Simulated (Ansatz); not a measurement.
# SiC (P6_3mc), a film clamped to a substrate

All numbers below come from DFT PBE, scalar-relativistic, plane waves, PAW (Ansatz 0.2.0). The runs took a 420 eV cutoff, a Γ-centred 12×12×6 mesh and Gaussian smearing (0.05 eV). No spin polarisation. Energies are free energies at this smearing, counted from the undisturbed cell; pressure is positive in compression.

Reference structure (relaxed at this level):

```
CELL_PARAMETERS angstrom
3.09177 0.00000 0.00000
-1.54588 2.67755 0.00000
0.00000 0.00000 5.07402
ATOMIC_POSITIONS crystal
Si 0.33333 0.66667 0.00456
Si 0.66667 0.33333 0.50456
C 0.33333 0.66667 0.38044
C 0.66667 0.33333 0.88044
```

The cell (4 atoms, V0 = 42.00 Å³) is strained by p along both x and y and by q along z, fractional coordinates fixed. τp = (1/V0) ∂E/∂p = (σxx + σyy)(1 + p)(1 + q) and τq = (1/V0) ∂E/∂q = σzz(1 + p)², with tension positive.

```csv
p,q,ΔE (meV/atom),τp (GPa),τq (GPa)
0.000,0.000,0.00,-0.09,-0.02
-0.040,0.000,72.06,-57.93,-3.10
0.040,0.000,57.49,41.57,2.21
0.000,-0.040,32.93,-2.96,-26.41
0.000,0.040,26.69,2.27,19.38
```

Q: Get the second derivatives of the energy density.

A: Central differences give A = ∂τp/∂p = 1244 GPa (C11 + C22 + 2 C12), C = ∂τq/∂q = 572 GPa (C33) and the cross term B = ∂τq/∂p = 66 GPa (C13 + C23); ∂τp/∂q = 65 GPa must equal B, and any difference shows higher-order terms. Steps this large leave an error of some per cent of A or C in all of these, which can swamp a small B. The ions are clamped.

Q: A film of this crystal grows with z along the normal on a substrate that imposes p. How does its thickness respond, and what does the misfit cost?

A: Count p and q from the stress-free cell. A free surface needs τq = 0, so q = −(B/C) p = -0.12 p. The energy density left is (A − B²/C) p²/2 = M p², with the biaxial modulus M = 618 GPa; a misfit of 1 % costs 4.05 meV/atom, against 4.08 meV/atom if the thickness were held.

At p = 0.080 the energies along q are 325.5 (q = -0.080), 228.0 (q = -0.040), 206.9 (q = 0.000), 242.4 (q = 0.040), 318.9 (q = 0.080) meV/atom.

Q: Does the linear rule hold at this misfit?

A: A parabola through the lowest point and its neighbours has its minimum at q = -0.005, 206.5 meV/atom. With the stress left in the starting cell, τp0 and τq0, linear elasticity gives q = −(τq0 + Bp)/C = -0.009 and E = V0(τp0 p + τq0 q + Ap²/2 + Bpq + Cq²/2)/N = 258.8 meV/atom. The energies differ by more than a tenth, so the quadratic law fails here: the gap holds the anharmonic part, with some error from the wide steps. Cubic terms also shift the vertex of so wide a parabola.

Forces appear on the atoms along this scan, and letting them relax would lower the energy and soften the response.

The misfit energy is almost entirely in-plane: letting the thickness adjust lowers the cost of a 1 % misfit only from 4.08 to 4.05 meV/atom. Directional sp3 bonds resist bending as well as stretching, so lateral strain passes only weakly into the normal direction. Fixed fractional coordinates weaken this coupling further, since in-plane strain then leaves the Si–C bond along z at its original length and loads only the oblique bonds. In wurtzite crystals, internal relaxation normally trades bond stretching for angle changes and raises C13, so a real film would probably thin more under tension than -0.12 p suggests.

The quadratic law overestimates the energy at p = 0.080 because bonds soften as they stretch and stiffen as they shorten. The same asymmetry appears at smaller strain, where 4 % in-plane compression costs 72.06 meV/atom and equal tension 57.49. A substrate that compresses the film should therefore cost more than the harmonic estimate. None of this gives a critical thickness, which also depends on the energy of misfit dislocations.
